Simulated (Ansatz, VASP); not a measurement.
SrO: VASP beside Ansatz

```xyz
2
Lattice="2.5871 2.5871 0.0000 -2.5871 2.5871 0.0000 0.0000 2.5871 2.5482" Properties=species:S:1:pos:R:3 pbc="T T T"
Sr    0.0000    2.5871    0.0000
O     0.0000    0.0000    0.0000
```

Change from the starting cell: in-plane strain +0.01, out-of-plane length and atoms relaxed by PAW.

Alike in both runs: functional PBEsol; k mesh 8 × 8 × 8; no spin polarisation.

Ansatz relaxed the structure, and its values are those at the end. VASP's run is a single point on that final structure, the one shown.

|  | VASP | Ansatz |
| --- | --- | --- |
| version | VASP 6.6.1 | Ansatz 0.2.0 |
| potentials or method | VASP PAW PBE potentials, release 64 (Sr_sv, O) | PAW with Ansatz's default frozen-core files, scalar-relativistic |
| plane-wave cutoff (eV) | 520 | 420 |
| occupations | gaussian, width 0.01 eV | fixed |
| valence electrons in the cell | 16 | 16 |

```csv
,VASP,Ansatz,Ansatz less VASP
pressure (GPa),-0.7,-1.3,-0.60
```

Caveats: the PAW data sets were made with another functional, which shifts forces and pressure a little (VASP). A k mesh can miss the band edges.
